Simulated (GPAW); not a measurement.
Pd in GPAW: convergence with plane-wave cutoff (eV)

Crystal: Pd.

```
Pd
1.0
     0.00000    1.94650    1.94650
     1.94650    0.00000    1.94650
     1.94650    1.94650    0.00000
Pd
1
Direct
  0.00000 0.00000 0.00000
```

```yaml
Program: GPAW 26.7.0
Task: convergence study
Functional: PBE
Potentials_or_basis: GPAW PAW data sets (gpaw-data 1.2.1), other valence
Cutoff: 200 eV
Basis: pw
k_mesh: 12 × 12 × 12
Occupations: fermi-dirac, width 0.05 eV
Spin: no spin polarisation
```

These are the settings of the first run; the series varies plane-wave cutoff (eV), with any setting tied to it.

Hardware: 1 thread of Arm Neoverse V2, with other jobs on the host.

```
plane-wave cutoff (eV)  energy less the tightest run, at zero smearing (meV/atom)  pressure (GPa)  SCF cycles  CPU time (s)  peak memory (GiB)
                   200                                                     702.39          -24.69           8             4               0.11
                   250                                                     432.50            7.71           9           4.8               0.12
                   300                                                     348.90            1.35           9           4.9               0.12
                   350                                                     187.11            1.42           9           5.1               0.12
                   400                                                      99.10            5.87           9           6.1               0.12
                   500                                                      80.49            7.83           9             7               0.13
                   600                                                      45.85            6.39           9           7.1               0.13
                   800                                                       1.88            8.01           9            12               0.14
                  1000                                                       0.00            8.25           9            18               0.16
```

Not settled before the last step: the energy (to 1 meV/atom), the pressure (to 0.1 GPa). The tightest run that finished is the yardstick and may itself not be fully converged.
